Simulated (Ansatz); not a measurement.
A 2-atom cell of GaN (F-43m) from a materials database, relaxed with r2SCAN in the PAW code Ansatz. It is cubic, F-43m (No. 216); conventional cell a = 4.498 Å, 11.37 Å³ an atom. Ga is surrounded by 4 N at 1.95 Å; N is surrounded by 4 Ga at 1.95 Å.

The axes x, y and z are those of this cell:
```
Ga N
1.0
     0.00000    2.24895    2.24895
     2.24895    0.00000    2.24895
     2.24895    2.24895    0.00000
Ga N
1 1
Direct
  0.00000 0.00000 0.00000
  0.75000 0.75000 0.75000
```

Unstrained: PBE gives a direct gap of 1.756 eV at Γ. With r2SCAN the gap is 2.168 eV and direct, at Γ. The HSE06 gap is direct at Γ: 3.005 eV. Meshes: PBE 10×10×10, r2SCAN 10×10×10, HSE06 6×6×6. Strains are changes of length per length. After each strain the atoms were relaxed again with r2SCAN within the symmetry that the strain leaves, so tilts or polar shifts that break it weren't tested; points keep the names that they have in the unstrained zone. The values are computed, spin-unpolarised, and not measurements.

Task: Apply epitaxial +4.81 % in the xy plane, free normal strain -5.52 %. How far does the gap move, against the unstrained cell?

Result: PBE: the gap goes from 1.756 to 1.228 eV (-0.528 eV); with r2SCAN the top three valence levels at Γ, degenerate before, become 1+2 from the top over 396 meV. r2SCAN: the gap goes from 2.168 to 1.628 eV (-0.540 eV). HSE06: the gap goes from 3.005 to 2.436 eV (-0.569 eV). The r2SCAN energy rises by 40.0 meV an atom.

Task: Estimate what uniaxial +0.49 % along x, other directions held does to the gap.

Result: PBE: the gap goes from 1.756 to 1.717 eV (-0.039 eV); with r2SCAN the top three valence levels at Γ, degenerate before, become 2+1 from the top over 23 meV. r2SCAN: the gap goes from 2.168 to 2.128 eV (-0.040 eV). HSE06: the gap goes from 3.005 to 2.961 eV (-0.044 eV). The r2SCAN energy rises by 0.2 meV an atom.

The meshes of the hybrids are coarse, so their gaps aren't converged to the digits shown.

The splittings at Γ are without spin-orbit coupling, which regroups them where it is of like size or larger.
